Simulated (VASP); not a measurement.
Here is a VASP 6.6.1 calculation.

INCAR

```
ALGO = Normal ; EDIFF = 1E-7
EDIFFG = -0.01 ; ENCUT = 600
IBRION = 2 ; ISIF = 3
ISMEAR = 0 ; LASPH = T
LCHARG = F ; LMIXTAU = T
LREAL = F ; LWAVE = F
METAGGA = SCAN ; NELM = 60
NSW = 40 ; PREC = Accurate
SIGMA = 0.05
```

The input KPOINTS:

```
k-points
0
Gamma
  9 9 9
```

The input POSCAR:

```
I
1.0
   -2.0893754423      2.0893754423      2.0893754423
    2.0893754423     -2.0893754423      2.0893754423
    2.0893754423      2.0893754423     -2.0893754423
I
1
Direct
    0.0000000000      0.0000000000      0.0000000000
```

Potentials or basis: VASP PAW PBE potentials, release 64 (I).

Command:

```bash
$ cat potpaw_PBE.64/I/POTCAR > POTCAR
$ mpirun -np 1 vasp_std > vasp.out
```

(1) Predict the relaxed cell.

(2) What does it give for the band gap on the k mesh?

(3) Estimate the space group after relaxing (to 0.05 Å).

## Answers

(1) a = 3.597 Å, b = 3.597 Å, c = 3.597 Å, α = 109.47°, β = 109.47°, γ = 109.47°.

(2) none (metal or under the smearing width).

(3) Im-3m (No. 229).

Caveat: an odd number of electrons without spin polarisation forces a metal; a magnetic or distorted state may lie lower.
